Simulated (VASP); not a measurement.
A run of VASP 6.6.1 is set up as follows.

Contents of INCAR:

```
SYSTEM = Ge
PREC     = Accurate       ! precision mode
ENCUT    = 600            ! plane-wave cutoff, eV
EDIFF    = 1E-6           ! SCF threshold, eV
ISMEAR   = 0              ! smearing method
SIGMA    = 0.03           ! smearing width, eV
LREAL    = .False.        ! projectors in reciprocal space
LASPH    = .True.         ! aspherical terms in the spheres
NELM     = 80             ! most SCF steps
ALGO     = Normal         ! electronic algorithm
ISIF     = 3              ! what is computed and relaxed
LWAVE    = .False.        ! write WAVECAR
LCHARG   = .False.        ! write CHGCAR
GGA      = PS             ! functional
IBRION   = 2              ! ionic algorithm
NSW      = 90             ! ionic steps
EDIFFG   = -0.01          ! ionic threshold
```

File KPOINTS:

```
regular mesh
0
Gamma
  10 10 10
  0 0 0
```

File POSCAR:

```
Ge
1.0
    0.0000000000      2.8289100000      2.8289100000
    2.8289100000      0.0000000000      2.8289100000
    2.8289100000      2.8289100000      0.0000000000
Ge
2
Direct
    0.0000000000      0.0000000000      0.0000000000
    0.2500000000      0.2500000000      0.2500000000
```

Potentials or basis: VASP PAW PBE potentials, release 64 (Ge_d).

Command:

```console
$ cat potpaw_PBE.64/Ge_d/POTCAR > POTCAR
$ mpirun -np 1 vasp_std > vasp.out
```

Question: What does it give for the space group after relaxing (to 0.05 Å)?

Answer: Fd-3m (No. 227).

Question: Estimate the relaxed volume.

Answer: 22.85 Å³/atom.

The path:
```csv
step,energy change (eV),largest force (eV/Å),pressure (GPa),volume (Å³)
1,0.0000,0.0000,0.59,45.28
2,-0.0006,0.0000,-0.10,45.83
3,-0.0007,0.0000,-0.02,45.70
```

Caveat: the PAW data sets were made with another functional, which shifts forces and pressure a little. Zero-point motion and thermal expansion aren't in these numbers.
